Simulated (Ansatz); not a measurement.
The system is BN.

```
N B
1.0
     2.49824    0.00000    0.00000
    -1.24912    2.16354    0.00000
     0.00000    0.00000    6.63570
N B
2 2
Cartesian
  1.2491 0.7212 1.6589
  0.0000 1.4424 4.9768
  1.2491 0.7212 4.9768
  0.0000 1.4424 1.6589
```

```yaml
Program: Ansatz 0.2.0
Task: relaxation of cell and atoms
Functional: revPBE
Dispersion: D3(BJ)
Potentials_or_basis: Ansatz PAW
Cutoff: "420 eV (not typed: the program's choice for these potentials)"
k_mesh: 12 × 12 × 4
Occupations: fermi-dirac, width 0.05 eV
Spin: no spin polarisation
```

At the start: volume 8.97 Å³/atom.

Question: Where does the relaxation end?

Answer: It ends after 9 steps and the volume is 8.55 Å³/atom (-4.6 %); space group P6_3/mmc (No. 194, to 0.05 Å).

Step by step:
```csv
step,energy change (eV),largest force (eV/Å),volume (Å³)
1,0.0000,0.0000,35.87
2,-0.0184,0.0000,34.69
3,-0.0202,0.0000,34.43
4,-0.0199,0.0000,34.51
5,-0.0167,0.0000,34.51
6,-0.0179,0.0000,34.27
7,-0.0170,0.0000,34.27
8,-0.0172,0.0000,34.22
9,-0.0170,0.0000,34.22
```

Final structure:
```
N B
1.0
     2.50851    0.00000    0.00000
    -1.25425    2.17243    0.00000
     0.00000    0.00000    6.27890
N B
2 2
Direct
  0.66667 0.33333 0.25000
  0.33333 0.66667 0.75000
  0.66667 0.33333 0.75000
  0.33333 0.66667 0.25000
```

Caveat: the plane-wave basis is chosen anew once the cell has moved, so the energies of steps on either side of that aren't comparable; the pressure holds a Pulay correction of +0.6 GPa for the finite cutoff; the PAW data sets come from PBE, with cores solved anew for the run's functional, which leaves a small shift of forces and pressure.
